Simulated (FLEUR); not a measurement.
# Si (Fd-3m) in FLEUR: further runs, part 2 of 2

FLEUR MaX-R8.1 (later development tree).

**4. Equation of state, LDA (Perdew-Zunger), 19.36 Å³/atom (volume scaled by 0.96)**

inp.xml reads:

```xml
<?xml version="1.0" encoding="UTF-8" standalone="no"?>
<fleurInput fleurInputVersion="0.39">
   <comment>
      Si                                                                                                  
   </comment>
   <calculationSetup>
      <cutoffs Kmax="4.9" Gmax="15.2" GmaxXC="15.2" numbands="0"/>
      <scfLoop itmax="60" minDistance="0.00001" maxIterBroyd="15" imix="Anderson" alpha="0.05" precondParam="0.0" spinf="2.0" sdNocoIR="T"/>
      <coreElectrons ctail="T" frcor="F" kcrel="0" coretail_lmax="0"/>
      <xcFunctional name="pz" relativisticCorrections="F"/>
      <magnetism jspins="1"/>
      <soc l_soc="F" theta="0.0" phi="0.0" spav="F"/>
      <expertModes spex="0" secvar="F"/>
      <geometryOptimization l_f="F" forcealpha="1.0" forcemix="BFGS" epsdisp="0.00001" epsforce="0.00001"/>
      <ldaU l_linMix="F" mixParam="0.05" spinf="1.0"/>
   </calculationSetup>
   <cell>
      <bzIntegration valenceElectrons="24.0" mode="hist" fermiSmearingEnergy="0.00183747">
         <kPointListSelection listName="default-1"/>
         <!-- k-points included here -->
         <xi:include xmlns:xi="http://www.w3.org/2001/XInclude" href="kpts.xml"> </xi:include>
      </bzIntegration>
      <!-- symmetry operations included here -->
      <xi:include xmlns:xi="http://www.w3.org/2001/XInclude" href="sym.xml"> </xi:include>
      <bulkLattice scale="0.9864848297">
         <bravaisMatrix>
            <row-1>    0.0000000000000000     5.1435532944025564     5.1435532944025564</row-1>
            <row-2>    5.1435532944025564     0.0000000000000000     5.1435532944025564</row-2>
            <row-3>    5.1435532944025564     5.1435532944025564     0.0000000000000000</row-3>
         </bravaisMatrix>
      </bulkLattice>
   </cell>
   <atomSpecies>
      <species name="Silicon (Si)" element="Si" atomicNumber="14">
         <mtSphere radius="2.0" gridPoints="681" logIncrement="0.017"/>
         <atomicCutoffs lmax="8" lnonsphr="6"/>
         <electronConfig flipSpins="F">
            <coreConfig>(1s1/2)</coreConfig>
            <valenceConfig>(2s1/2) (2p1/2) (2p3/2) (3s1/2) (3p1/2) (3p3/2)</valenceConfig>
            <stateOccupation state="(3p1/2)" spinUp="0.333333" spinDown="0.333333"/>
            <stateOccupation state="(3p3/2)" spinUp="0.666667" spinDown="0.666667"/>
         </electronConfig>
         <energyParameters s="3" p="3" d="3" f="4"/>
         <lo type="SCLO" l="0" n="2" eDeriv="0"/>
         <lo type="SCLO" l="1" n="2" eDeriv="0"/>
         <lo type="SCLO" l="2" n="3" eDeriv="2"/>
         <lo type="SCLO" l="3" n="4" eDeriv="2"/>
      </species>
   </atomSpecies>
   <atomGroups>
      <atomGroup species="Silicon (Si)">
         <relPos label="                   1">3.000/8.000 3.000/8.000 3.000/8.000</relPos>
         <relPos label="                   2">-3.000/8.000 -3.000/8.000 -3.000/8.000</relPos>
         <force calculate="T" relaxXYZ="TTT"/>
      </atomGroup>
   </atomGroups>
   <output dos="F" band="F" slice="F">
      <checks vchk="F" cdinf="F"/>
      <bandDOS minEnergy="-.5*Htr" maxEnergy="0.5*Htr" sigma="0.015" storeEVData="T"/>
      <vacuumDOS vacdos="F" integ="F" star="F" nstars="0" locx1="0.0" locy1="0.0" locx2="0.0" locy2="0.0" nstm="0" tworkf="0.0"/>
      <unfoldingBand unfoldBand="F" supercellX="1" supercellY="1" supercellZ="1"/>
      <plotting iplot="0" polar="F">
         <plot TwoD="T" vec1="  1.0  0.0  0.0" vec2="  0.0  1.0  0.0" vec3="  0.0  0.0  1.0" zero="  0.0  0.0  0.0" file="plot"/>
      </plotting>
      <chargeDensitySlicing numkpt="0" minEigenval="0.0" maxEigenval="0.0" nnne="0" pallst="F"/>
      <specialOutput eonly="F"/>
      <moessbauerParams electricFieldGradient="T" isomerShift="T" coreHyperfine="T" valenceHyperfine="T"/>
      <magneticCircularDichroism mcd="F" energyLo="-10.0" energyUp="0.0"/>
   </output>
  <!-- We include the file relax.xml here to enable relaxations (see documentation) -->
  <xi:include xmlns:xi="http://www.w3.org/2001/XInclude" href="relax.xml"> <xi:fallback/> </xi:include>
</fleurInput>
```

The run is started by

```
$ inpgen -f crystal.txt -profile fastHighL
$ # inp.xml edited to the form shown
$ fleur_MPI
```

It took 27 s on 1 thread of Arm Neoverse V1, shared host; peak memory 0.08 GiB.

Results (log left out):

| Property | Result |
| --- | --- |
| Free energy | -15730.2790 eV |
| Band gap on the k mesh | 0.46 eV, indirect (least direct gap 2.54 eV) |
| Valence electrons inside the program's atomic spheres | Si 9.81 (radii Si 2.0 bohr) |

**5. Equation of state, LDA (Perdew-Zunger), 20.16 Å³/atom**

Edit inp.xml of step 4 so:

```diff
@@ -24,3 +24,3 @@
       <xi:include xmlns:xi="http://www.w3.org/2001/XInclude" href="sym.xml"> </xi:include>
-      <bulkLattice scale="0.9864848297">
+      <bulkLattice scale="1.0000000000">
          <bravaisMatrix>
```

The run is started by

```
$ inpgen -f crystal.txt -profile fastHighL
$ # inp.xml edited to the form shown
$ fleur_MPI
```

It took 30 s on 1 thread of Arm Neoverse V1, shared host; peak memory 0.08 GiB.

It converged, with:

```yaml
Free_energy: -15730.2767 eV
Band_gap_on_the_k_mesh: 0.53 eV, indirect (least direct gap 2.52 eV)
Valence_electrons_inside_the_program's_atomic_spheres: Si 9.78 (radii Si 2.0 bohr)
```

**6. Equation of state, LDA (Perdew-Zunger), 20.97 Å³/atom (volume scaled by 1.04)**

Edit inp.xml of step 5 so:

```diff
@@ -24,3 +24,3 @@
       <xi:include xmlns:xi="http://www.w3.org/2001/XInclude" href="sym.xml"> </xi:include>
-      <bulkLattice scale="1.0000000000">
+      <bulkLattice scale="1.0131594038">
          <bravaisMatrix>
```

Potentials or basis: all-electron, FLAPW.

The run is started by

```
$ inpgen -f crystal.txt -profile fastHighL
$ # inp.xml edited to the form shown
$ fleur_MPI
```

Run time: 32 s. Hardware: 1 thread of Arm Neoverse V1, shared host; peak memory 0.08 GiB.

The run converged. Its results:

| Item | Value |
| --- | --- |
| Free energy | -15730.2390 eV |
| Band gap on the k mesh | 0.58 eV, indirect (least direct gap 2.41 eV) |
| Valence electrons inside the program's atomic spheres | Si 9.75 (radii Si 2.0 bohr) |

**7. Equation of state, LDA (Perdew-Zunger), 21.37 Å³/atom (volume scaled by 1.06)**

Edit inp.xml of step 6 so:

```diff
@@ -24,3 +24,3 @@
       <xi:include xmlns:xi="http://www.w3.org/2001/XInclude" href="sym.xml"> </xi:include>
-      <bulkLattice scale="1.0131594038">
+      <bulkLattice scale="1.0196128224">
          <bravaisMatrix>
```

The run is started by

```
$ inpgen -f crystal.txt -profile fastHighL
$ # inp.xml edited to the form shown
$ fleur_MPI
```

Wall time 33 s (1 thread of Arm Neoverse V1, shared host); peak memory 0.08 GiB.

The run converged. Its results:

```
Free energy                                           : -15730.2092 eV
Band gap on the k mesh                                : 0.61 eV, indirect (least direct gap 2.33 eV)
Valence electrons inside the program's atomic spheres : Si 9.74 (radii Si 2.0 bohr)
```

**8. Equation of state, LDA (Perdew-Zunger)**

No new run: the results of the series are fitted here.

What came out:

* Equilibrium volume: 19.71 Å³/atom
* Bulk modulus: 96 GPa
* Pressure derivative of the bulk modulus: 4.3 (rough: it moves with the points fitted)

Energy against volume, from the lowest point:
| volume (Å³/atom) | energy (meV/atom) |
| --- | --- |
| 18.955 | 7.33 |
| 19.358 | 0.00 |
| 20.165 | 1.16 |
| 20.971 | 19.99 |
| 21.375 | 34.91 |
